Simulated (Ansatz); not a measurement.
Here is an unrelaxed guess for Li.

```cif
data_structure
_symmetry_space_group_name_H-M 'Pmmm'
_symmetry_Int_Tables_number 47
_cell_length_a 2.4322
_cell_length_b 2.6961
_cell_length_c 4.9406
_cell_angle_alpha 90.000
_cell_angle_beta 90.000
_cell_angle_gamma 90.000
_cell_volume 32.40
loop_
_atom_site_label
_atom_site_type_symbol
_atom_site_symmetry_multiplicity
_atom_site_Wyckoff_symbol
_atom_site_fract_x
_atom_site_fract_y
_atom_site_fract_z
_atom_site_occupancy
Li1 Li 1 c 0.00000 0.00000 0.50000 1
```

Computed with Ansatz 0.2.0, DFT PBE, scalar-relativistic, plane waves, PAW. Cutoff 420 eV; k points 8×6×4 on the computed 1-atom cell (Γ-centred); Gaussian smearing, width 0.10 eV; no spin polarisation.

Energies count from the standard state of Li at the same level.

Task: What does a single point on this coarse mesh give?

Result: The pressure is 2.0 GPa (the mean over three directions, positive in compression), the largest force is 0.00 eV/Å (symmetry fixes the atoms), and the energy is +0.62 eV/atom against the standard state. The shortest distance is 2.43 Å.

Task: How much does it gain on relaxing, and where does it end?

Result: Relaxing gains about 0.50 eV/atom (the start's value is from the coarse mesh, so the gain is rough) in 17 ionic steps and ends at +0.12 eV/atom on the finer mesh. The symmetry goes from Pmmm (No. 47) to Pm-3m (No. 221). The end has the simple cubic type. The volume per atom shrinks by 37.0 %, from 32.4 to 20.4 Å³. The shortest distance goes from 2.43 Å (Li–Li) to 2.73 Å (Li–Li). Conventional cell: a = 2.733 Å. Around Li lie 6 Li at 2.73 Å.

The last run used a 20×20×20 mesh for its 1-atom cell and Gaussian smearing of 0.10 eV. The relaxation can't lower the symmetry of the start. A later test with randomly moved atoms led to a structure 120 meV/atom lower, so this end is a saddle point or a shallow minimum.
